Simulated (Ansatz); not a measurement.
Runs of Ansatz 0.2.0 on Pb. The cell holds a slab with vacuum, 4 atoms: a = 3.480 Å, b = 3.480 Å, c = 23.385 Å, α = 90.00°, β = 90.00°, γ = 120.00°. The slab is cut from a database's or a generator's crystal, which needn't be the stable form of the element.

```tsv
task	level	cell	cutoff (eV)	basis error allowed	gap on the mesh (eV)	largest force (eV/Å)	work function (eV)
single point	PBE	the (0 0 1) slab of Pb, cut from the database cell, not relaxed	161	0.001 eV/atom	none	0.41	3.80
single point	LDA	as given	148	0.002 eV/atom	none	0.40	(a)
projected density of states	PBE	the (0 0 1) slab of Pb, cut from the database cell, not relaxed	148	0.002 eV/atom	-	0.41	3.80
single point	PBEsol	as given	148	0.002 eV/atom	none	0.40	3.90
```

Alike in all rows: potentials or basis all-electron LAPW, scalar-relativistic; no spin polarisation; k mesh 9 × 9 × 1; smearing fermi-dirac 0.05 eV.

Q: Estimate the missing entries.

A: (a) 4.11.

A k mesh can miss the band edges, and the runs leave out spin-orbit coupling on Pb.

A gap of «none» marks a metal or a gap under the smearing width.

Not every run made on this cell is shown here.
